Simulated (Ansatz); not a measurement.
**Ta2N: what a guessed cell relaxes into**

Where does this trial cell of Ta2N go when cell and atoms are let free?

Program: Ansatz 0.2.0. Level of theory: DFT PBE, scalar-relativistic, plane waves, PAW. These are calculated values, not measurements.

## (1) The starting structure

It takes space group P6/mmm (No. 191, hexagonal). The conventional cell has a = 5.123 Å, b = 5.123 Å, c = 4.187 Å, α = 90.00°, β = 90.00°, γ = 120.00°. Ta (site symmetry mmm) has 2 N at 1.48 Å as nearest neighbours. Ta (site symmetry 6/mmm) has 12 Ta at 3.31 Å and 12 N at 3.62 Å as nearest neighbours. N (site symmetry -6m2) has 3 Ta at 1.48 Å as nearest neighbours.

Coordinates:

```cif
data_structure
_symmetry_space_group_name_H-M 'P6/mmm'
_symmetry_Int_Tables_number 191
_cell_length_a 5.1232
_cell_length_b 5.1232
_cell_length_c 4.1874
_cell_angle_alpha 90.000
_cell_angle_beta 90.000
_cell_angle_gamma 120.000
_cell_volume 95.18
loop_
_atom_site_label
_atom_site_type_symbol
_atom_site_symmetry_multiplicity
_atom_site_Wyckoff_symbol
_atom_site_fract_x
_atom_site_fract_y
_atom_site_fract_z
_atom_site_occupancy
Ta1 Ta 3 g 0.50000 0.00000 0.50000 1
Ta2 Ta 1 a 0.00000 0.00000 0.00000 1
N1 N 2 d 0.33333 0.66667 0.50000 1
```

The cell is invented: random cell by space group and Wyckoff sites (P6/mmm, No. 191). Lengths come from tabulated atomic sizes and are only a guess.

## (2) A first look at the guess

The input, input.yaml:

```yaml
crystal:
  lattice:
    - [5.12315987, 0.0, 0.0]
    - [-2.56157993, 4.43678659, 0.0]
    - [0.0, 0.0, 4.18740035]
  atoms:
    - { symbol: Ta, position: [0.5, 0.0, 0.5] }
    - { symbol: Ta, position: [0.0, 0.5, 0.5] }
    - { symbol: Ta, position: [0.5, 0.5, 0.5] }
    - { symbol: Ta, position: [0.0, 0.0, 0.0] }
    - { symbol: "N", position: [0.33333333, 0.66666667, 0.5] }
    - { symbol: "N", position: [0.66666667, 0.33333333, 0.5] }
basis:
  ecutwfc: 420
kpoints:
  mp_grid: { grid: [6, 6, 4] }
hamiltonian:
  xc: pbe
scf:
  occupations: { method: gaussian, width: 0.1 }
  lower_state_search: "off"
output:
  forces: true
  stress: true
  eigenvalues: true
```

Started as:

```bash
> ansatz run input.yaml --threads 1 --pin off --max-ram 2560MiB --backend cpu --events-out ev --progress --plain --runs-dir out
```

Further runs follow: spin check on a coarse mesh; rough relaxation on the coarse mesh; another rough relaxation; full relaxation.

Before running it: what results should come out? Wanted: conventional cell; volume; energy over the elements; gap on the mesh.

The runs gave:

| quantity | value |
| --- | --- |
| symmetry at the end (tolerance 0.05 Å) | space group P6/mmm (No. 191) |
| conventional cell | a = 6.645 Å, b = 6.645 Å, c = 2.846 Å, α = 90.00°, β = 90.00°, γ = 120.00° |
| volume | 18.14 Å³/atom |
| energy over the elements (uncorrected; H, N, O, F and Cl as molecules) | +0.43 eV/atom |
| gap on the mesh | none (metal) |

What this shows: The space group P6/mmm (No. 191) is kept, and the volume per atom grows by 14.3 % from the first guess. With a positive formation energy it can't be a ground state. No finished test with a distortion of lower symmetry is shown, so the end may be a saddle point. Spin-orbit coupling is left out for Ta. Other magnetic orders were not searched.
